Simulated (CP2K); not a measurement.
# GaP (F-43m) in CP2K: notebook, part 2 of 2

CP2K 2026.2. The steps go on from the part before.

**3. Band structure, LDA**

gap_bands.inp reads:

```
&GLOBAL
  PROJECT gap_bands
  RUN_TYPE ENERGY_FORCE
  PRINT_LEVEL LOW
&END GLOBAL
&FORCE_EVAL
  METHOD QS
  STRESS_TENSOR ANALYTICAL
  &DFT
    BASIS_SET_FILE_NAME BASIS_MOLOPT_UZH
    POTENTIAL_FILE_NAME POTENTIAL_UZH
    &MGRID
      CUTOFF 675
      REL_CUTOFF 60
      NGRIDS 4
    &END MGRID
    &QS
      METHOD GPW
      EPS_DEFAULT 1.0E-9
    &END QS
    &KPOINTS
      SCHEME MONKHORST-PACK 8 8 8
      GAMMA_CENTERED T
      SYMMETRY T
      SYMMETRY_BACKEND SPGLIB
    &END KPOINTS
    &SCF
      SCF_GUESS ATOMIC
      EPS_SCF 1.0E-6
      MAX_SCF 100
      ADDED_MOS 10
      CHOLESKY OFF
      EPS_EIGVAL 1.0E-7
      &DIAGONALIZATION ON
        ALGORITHM STANDARD
      &END DIAGONALIZATION
      &MIXING ON
        METHOD BROYDEN_MIXING
        ALPHA 0.4
        BETA 1.5
        NBUFFER 8
      &END MIXING
      &SMEAR ON
        METHOD FERMI_DIRAC
        ELECTRONIC_TEMPERATURE [K] 580.226
      &END SMEAR
    &END SCF
    &XC
      &XC_FUNCTIONAL
        &LDA_X
        &END LDA_X
        &LDA_C_PW
        &END LDA_C_PW
      &END XC_FUNCTIONAL
    &END XC
    &PRINT
      &KPOINTS ON
      &END KPOINTS
      &MULLIKEN ON
      &END MULLIKEN
      &MO ON
        ENERGIES T
        OCCUPATION_NUMBERS T
        &EACH
          QS_SCF 0
        &END EACH
        ADD_LAST NUMERIC
      &END MO
      &BAND_STRUCTURE
        FILE_NAME bands.bs
        ADDED_MOS 4
        &KPOINT_SET
          UNITS B_VECTOR
          NPOINTS 6
          SPECIAL_POINT GAMMA 0.00000000 0.00000000 0.00000000
          SPECIAL_POINT X 0.50000000 0.00000000 0.50000000
          SPECIAL_POINT W 0.50000000 0.25000000 0.75000000
          SPECIAL_POINT K 0.37500000 0.37500000 0.75000000
          SPECIAL_POINT GAMMA 0.00000000 0.00000000 0.00000000
          SPECIAL_POINT L 0.50000000 0.50000000 0.50000000
          SPECIAL_POINT U 0.62500000 0.25000000 0.62500000
          SPECIAL_POINT W 0.50000000 0.25000000 0.75000000
          SPECIAL_POINT L 0.50000000 0.50000000 0.50000000
          SPECIAL_POINT K 0.37500000 0.37500000 0.75000000
        &END KPOINT_SET
        &KPOINT_SET
          UNITS B_VECTOR
          NPOINTS 6
          SPECIAL_POINT U 0.62500000 0.25000000 0.62500000
          SPECIAL_POINT X 0.50000000 0.00000000 0.50000000
        &END KPOINT_SET
      &END BAND_STRUCTURE
    &END PRINT
  &END DFT
  &SUBSYS
    &CELL
      ABC 3.8540855109 3.8540855109 3.8540855108
      ALPHA_BETA_GAMMA 60.0000000001 60.0000000003 60.0000000007
      PERIODIC XYZ
    &END CELL
    &COORD
      SCALED
      Ga  0.0000000000 0.0000000000 0.0000000000
      P   0.7500000000 0.7500000000 0.7500000000
    &END COORD
    &KIND Ga
      BASIS_SET TZVP-MOLOPT-PBE-GTH-q13
      POTENTIAL GTH-PBE-q13
    &END KIND
    &KIND P
      BASIS_SET TZVP-MOLOPT-PBE-GTH-q5
      POTENTIAL GTH-PBE-q5
    &END KIND
    &PRINT
      &ATOMIC_COORDINATES ON
      &END ATOMIC_COORDINATES
      &CELL ON
      &END CELL
    &END PRINT
  &END SUBSYS
  &PRINT
    &FORCES ON
    &END FORCES
    &STRESS_TENSOR ON
    &END STRESS_TENSOR
  &END PRINT
&END FORCE_EVAL
```

Potentials or basis: POTENTIAL_UZH Ga GTH-PBE-q13, P GTH-PBE-q5; TZVP-MOLOPT-PBE-GTH basis.

The run is started by

```bash
$ OMP_NUM_THREADS=1 cp2k.psmp -i gap_bands.inp -o gap_bands.out
```

gap_bands.out:

```text

 CP2K| version string:                                       CP2K version 2026.2
 CP2K| Input file name                                             gap_bands.inp

 GLOBAL| Force Environment number                                              1
 GLOBAL| Basis set file name                                    BASIS_MOLOPT_UZH
 GLOBAL| Potential file name                                       POTENTIAL_UZH
 GLOBAL| MM Potential file name                                     MM_POTENTIAL
 GLOBAL| Coordinate file name                                      __STD_INPUT__
 GLOBAL| Method name                                                        CP2K
 GLOBAL| Project name                                                  gap_bands
 GLOBAL| Run type                                                   ENERGY_FORCE
 GLOBAL| FFT library                                                       FFTW3
[... 8 lines left out ...]
 GLOBAL| CPU model name                                                  UNKNOWN

 CELL| Volume [angstrom^3]:                                            40.480796
 CELL| Vector a [angstrom]:       3.854     0.000     0.000   |a| =     3.854086
 CELL| Vector b [angstrom]:       1.927     3.338     0.000   |b| =     3.854086
 CELL| Vector c [angstrom]:       1.927     1.113     3.147   |c| =     3.854086
 CELL| Angle (b,c), alpha [degree]:                                    60.000000
 CELL| Angle (a,c), beta  [degree]:                                    60.000000
 CELL| Angle (a,b), gamma [degree]:                                    60.000000
 CELL| Numerically orthorhombic:                                              NO
 CELL| Periodicity                                                           XYZ

[... 526 lines left out ...]
 KPOINTS| Band Structure Calculation
 KPOINTS| Number of k-point sets                                               2
 KPOINTS| Number of added MOs/bands                                            4
 KPOINTS| Number of k-points in set    1                                      55
 KPOINTS| In units of b-vector [2pi/Bohr]
 KPOINTS| Special point     1       GAMMA     0.000000     0.000000     0.000000
 KPOINTS| Special point     2           X     0.500000     0.000000     0.500000
 KPOINTS| Special point     3           W     0.500000     0.250000     0.750000
 KPOINTS| Special point     4           K     0.375000     0.375000     0.750000
 KPOINTS| Special point     5       GAMMA     0.000000     0.000000     0.000000
 KPOINTS| Special point     6           L     0.500000     0.500000     0.500000
 KPOINTS| Special point     7           U     0.625000     0.250000     0.625000
 KPOINTS| Special point     8           W     0.500000     0.250000     0.750000
 KPOINTS| Special point     9           L     0.500000     0.500000     0.500000
 KPOINTS| Special point    10           K     0.375000     0.375000     0.750000
 KPOINTS| Number of k-points in set    2                                       7
 KPOINTS| In units of b-vector [2pi/Bohr]
 KPOINTS| Special point     1           U     0.625000     0.250000     0.625000
 KPOINTS| Special point     2           X     0.500000     0.000000     0.500000

 ENERGY| Total FORCE_EVAL ( QS ) energy [hartree]            -80.961762585510144

 FORCES| Atomic forces [hartree/bohr]
 FORCES|   Atom     x               y               z               |f|
 FORCES|      1  2.68404267E-09 -5.18911411E-08 -7.00361869E-08   8.72064338E-08
 FORCES|      2 -2.67606595E-09  5.18958346E-08  7.00395659E-08   8.72116951E-08
 FORCES| Sum     7.97672251E-12  4.69348285E-12  3.37899684E-12
 FORCES| Total atomic force                                       9.85263938E-12

 STRESS| Analytical stress tensor [bar]
 STRESS|                        x                   y                   z
 STRESS|      x       -1.03027587168E+04  -1.05260285879E-03   2.34788336094E-02
 STRESS|      y       -1.05260285879E-03  -1.03024512622E+04  -4.09596535496E-02
 STRESS|      z        2.34788336094E-02  -4.09596535496E-02  -1.03017272937E+04
 STRESS| 1/3 Trace                                            -1.03023124242E+04
 STRESS| Determinant                                          -1.09346313760E+12

 STRESS| Eigenvectors and eigenvalues of the analytical stress tensor [bar]
 STRESS|                        1                   2                   3
 STRESS| Eigenvalues  -1.03027592511E+04  -1.03024535720E+04  -1.03017244497E+04
 STRESS|      x           0.999741557278      0.000886206291      0.022716366132
 STRESS|      y           0.000393872461      0.998414711338     -0.056284181152
 STRESS|      z          -0.022730233530      0.056278582266      0.998156329270
```

It took 43 s on 1 thread of Arm Neoverse V2, shared host; peak memory 0.36 GiB.

What came out:

- Free energy: -2203.0816 eV
- Pressure: -1.0 GPa
- Band gap on the k mesh: 1.45 eV, indirect (least direct gap 1.57 eV)
- Band gap along the path: 1.40 eV, indirect (least direct gap 1.57 eV)
- Mulliken charges: Ga +0.26; P -0.26 e

Levels at the corners of the path, in eV from the valence-band top:
```csv
point,band 5,band 6,band 7,band 8,band 9,band 10,band 11,band 12,band 13,band 14
Γ,-14.33,-12.62,0.00,0.00,0.00,1.57,3.73,3.73,3.73,9.64
X,-14.31,-9.56,-6.97,-2.77,-2.77,1.48,1.63,10.52,10.52,11.01
W,-14.32,-9.46,-6.77,-3.69,-3.56,4.65,4.75,6.01,6.01,11.50
K,-14.32,-9.59,-6.76,-4.07,-2.34,2.01,4.70,8.20,8.27,9.19
Γ,-14.33,-12.62,0.00,0.00,0.00,1.57,3.73,3.73,3.73,9.64
L,-14.33,-10.49,-6.82,-1.17,-1.17,1.45,4.62,4.62,8.33,11.36
U,-14.32,-9.59,-6.76,-4.07,-2.34,2.01,4.70,8.20,8.27,9.19
W,-14.32,-9.46,-6.77,-3.69,-3.56,4.65,4.75,6.01,6.01,11.50
L,-14.33,-10.49,-6.82,-1.17,-1.17,1.45,4.62,4.62,8.33,11.36
K,-14.32,-9.59,-6.76,-4.07,-2.34,2.01,4.70,8.20,8.27,9.19
U,-14.32,-9.59,-6.76,-4.07,-2.34,2.01,4.70,8.20,8.27,9.19
X,-14.31,-9.56,-6.97,-2.77,-2.77,1.48,1.63,10.52,10.52,11.01
```

Caveat: Mulliken charges move with the basis; the potentials were made for another functional, which shifts forces and pressure; the basis of atomic orbitals isn't converged, which shifts pressures, moduli and gaps.

**4. How close it comes**

Step 2. Measured gap of GaP: 2.34 eV (indirect; 10 K; quoted in “Stacking defects in GaP nanowires: Electronic structure and optical properties”, 2018, arxiv:1810.01194). This calculation gives 1.62 eV (-0.72 eV). Spin-orbit coupling on Ga is left out. The value is that of PBE in an atomic basis (POTENTIAL_UZH Ga GTH-PBE-q13, P GTH-PBE-q5; TZVP-MOLOPT-PBE-GTH basis), whose error adds to the functional's,, without temperature or zero-point motion. Semilocal functionals fall short of measured gaps as a rule.

Step 3. Against the measured gap of GaP, 2.34 eV (indirect; 10 K; quoted in “Stacking defects in GaP nanowires: Electronic structure and optical properties”, 2018, arxiv:1810.01194), the calculated 1.40 eV is off by -0.94 eV. Spin-orbit coupling on Ga is left out. The value is that of LDA in an atomic basis (POTENTIAL_UZH Ga GTH-PBE-q13, P GTH-PBE-q5; TZVP-MOLOPT-PBE-GTH basis), whose error adds to the functional's,, without temperature or zero-point motion. Semilocal functionals fall short of measured gaps as a rule.
